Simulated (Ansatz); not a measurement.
**ZrO2 (P4_2/nmc): dielectric-dependent hybrid calculation from a Python script**

Aim: a dielectric-dependent hybrid calculation, for ZrO2 (P4_2/nmc), run from a script.

All numbers are computed with Ansatz 0.2.0, driven from Python. The levels of theory stand in the script.

## (1) The structure

It takes space group P4_2/nmc (No. 137, tetragonal). Conventional cell: a = 3.596 Å, b = 3.596 Å, c = 5.177 Å, α = 90.00°, β = 90.00°, γ = 90.00°. Zr (site symmetry -4m2) has 8 O at 2.08 to 2.37 Å in its first shell of neighbours. Around O (site symmetry 2mm) lie 4 Zr at 2.08 to 2.37 Å.

No structure file is read: the coordinates are typed or built in the script.

## (2) The code

Contents of ddh_zro2.py:

```python
'''A hybrid whose exact exchange is one over the dielectric constant of ZrO2.'''

import warnings

import ansatz
import numpy as np


def count_gap(report):
    # lowest empty less highest filled band, counting bands; zero where they overlap
    return max(report.get('gap_by_band_count_ev') or 0.0, 0.0)

warnings.simplefilter('ignore', ansatz.DeckWarning)

structure = (
    ansatz.Lattice.from_parameters(3.5961, 3.5961, 5.177, alpha=90, beta=90, gamma=90)
    .space_group(137, hermann_mauguin='P42/nmc', origin_choice=1)
    .atom('Zr', [0.0, 0.0, 0.0])
    .atom('O', [0.0, 0.5, 0.203])
)

calc = structure.calculation()
calc = calc.kpoints(4, 4, 4).occupations('fixed')
calc = calc.band_table()
semilocal = calc.functional('pbesol').run(threads=1, backend='cpu').report
hybrid = calc.functional(exchange='pbesol', correlation='pbesol', exact_fraction='inverse_dielectric').run(threads=1, backend='cpu').report
alpha = hybrid['hybrid']['exact_exchange_fraction']
print(f'fraction of exact exchange {alpha:.4f}, so eps_inf = {1 / alpha:.2f}')
print(f'gap by band count: {count_gap(semilocal):.3f} eV semilocal, {count_gap(hybrid):.3f} eV hybrid')
```

## (3) The run

On the command line:

```bash
$ python ddh_zro2.py
```

Standard output:

```text
fraction of exact exchange 0.1782, so eps_inf = 5.61
gap by band count: 3.960 eV semilocal, 5.663 eV hybrid
```

Wall time 52 s (1 thread of AMD EPYC 7R43 (Zen 3), shared host); peak memory 1.5 GiB.

## (4) Run by run

From the records of these 2 runs:

```tsv
run	functional	hamiltonian.xc.exchange	hamiltonian.xc.correlation	energy (eV/atom)	gap on the mesh (eV)	SCF cycles	CPU time (s)
1	pbesol	not set	not set	-1751.8967	3.96	6	1.2
2	not set	pbesol	pbesol	-1757.0349	5.66	12	48
```

Totals under unlike functionals or potentials can't be compared directly.

## (5) Results

| quantity | value |
| --- | --- |
| runs compared | 2 |
| gap on the mesh | 3.96 (pbesol) to 5.66 eV (the functional composed in the script) |

In words: The fraction is 0.1782, one over a mean dielectric constant (a third of the trace) of 5.61. It opens the gap from 3.960 to 5.663 eV, by 1.70 eV. What to keep in mind:
- Spin is left out of this run.
- Averages over directions belong to no single polarisation, least of all in layered crystals.
- Levels are Kohn-Sham eigenvalues on this mesh, without spin-orbit coupling.
- The gaps are those of a coarse mesh; the run finds the dielectric constant of the semilocal functional on meshes of its own.
